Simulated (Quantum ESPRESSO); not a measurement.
**Zn under changes of volume**

One of the cells (15.451 Å³/atom); the others are scaled copies at fixed shape and fractional positions:

```xyz
1
Lattice="-1.5690 1.5690 1.5690 1.5690 -1.5690 1.5690 1.5690 1.5690 -1.5690" Properties=species:S:1:pos:R:3 pbc="T T T"
Zn    0.0000    0.0000    0.0000
```

This isn't the form of Zn at room conditions, which is hcp.

| Quantity | Value |
| --- | --- |
| Program | Quantum ESPRESSO 7.5 |
| Functional | PBEsol |
| Potentials or basis | GBRV 1.5 PBEsol |
| Cutoff | 762 eV |
| Density cutoff | 6095 eV |
| k mesh | 12 × 12 × 12 |
| Occupations | fermi-dirac, width 0.05 eV |
| Spin | no spin polarisation |

```csv
volume (Å³/atom),energy over the lowest point (meV/atom),pressure (GPa)
14.524,0.00,-1.4
14.833,3.97,-2.9
15.142,10.40,-4.1
15.451,19.01,-5.2
15.760,29.63,-6.2
16.069,42.04,-7.0
16.378,?,?
```

Question: What does the run at 16.378 Å³/atom give?

Answer: Energy over the lowest point 55.95 meV/atom; pressure -7.8 GPa.

Worked out: A Birch-Murnaghan fit of order 3 (a polynomial in V^(-2/3)) to the other rows has its minimum at 14.23 Å³/atom, just outside them, with B0 = V·E''(V) = 71 GPa and B' = 3.7. It gives 56.07 meV/atom at 16.378 Å³/atom, against the run's 55.95, and -dE/dV = -7.7 GPa, against -7.8.

Energies are extrapolated to zero smearing.
